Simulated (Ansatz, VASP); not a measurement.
**P in VASP and in Ansatz**

```
P
1.0
     3.30829    0.00000    0.00000
     0.00000    3.30829    0.00000
     0.00000    0.00000    2.34028
P
2
Direct
  0.75000 0.25000 0.00000
  0.25000 0.75000 0.00000
```

Alike in both runs: functional PBE; k mesh 6 × 6 × 8; no spin polarisation.

Ansatz relaxed the structure, and its values are those at the end. VASP's run is a single point on that final structure, the one shown.

|  | VASP | Ansatz |
| --- | --- | --- |
| version | VASP 6.6.1 | Ansatz 0.2.0 |
| potentials or method | VASP PAW PBE potentials, release 64 (P) | PAW plane waves |
| plane-wave cutoff (eV) | 520 | 420 |
| occupations | fermi-dirac, width 0.1 eV | fermi-dirac |
| valence electrons in the cell | 10 | 10 |

```csv
,VASP,Ansatz,Ansatz less VASP
pressure (GPa),19.6,20.0,+0.46
```

Caveats: so large a pressure means that the cell lies far from this level's equilibrium, or that cutoff or potentials fall short (VASP).
